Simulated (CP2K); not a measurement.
Hg:

```xyz
1
Lattice="3.2739 0.0000 0.0000 -1.0293 3.1079 0.0000 -1.1223 -1.5539 2.6541" Properties=species:S:1:pos:R:3 pbc="T T T"
Hg    1.1223    1.5539    0.0000
```

Base run:

```yaml
Program: CP2K 2026.2
Functional: PBEsol
Potentials_or_basis: POTENTIAL_UZH Hg GTH-PBE-q12; TZVP-MOLOPT-PBE-GTH basis
Density_cutoff: 6123 eV
k_mesh: 10 × 10 × 10
Occupations: gaussian, width 0.1 eV
Spin: no spin polarisation
```

Its results: band gap on the k mesh none (metal or under the smearing width); pressure -2.4 GPa.

Question: The run is repeated on the same cell with these changes: functional from PBEsol to PBE; occupations from gaussian, width 0.1 eV to gaussian, width 0.05 eV. What comes out?

Answer: Band gap on the k mesh none (metal or under the smearing width); pressure 1.6 GPa.

Caveats: the basis of atomic orbitals isn't converged, which shifts pressures, moduli and gaps; the potentials were made for another functional, which shifts forces and pressure (some runs).
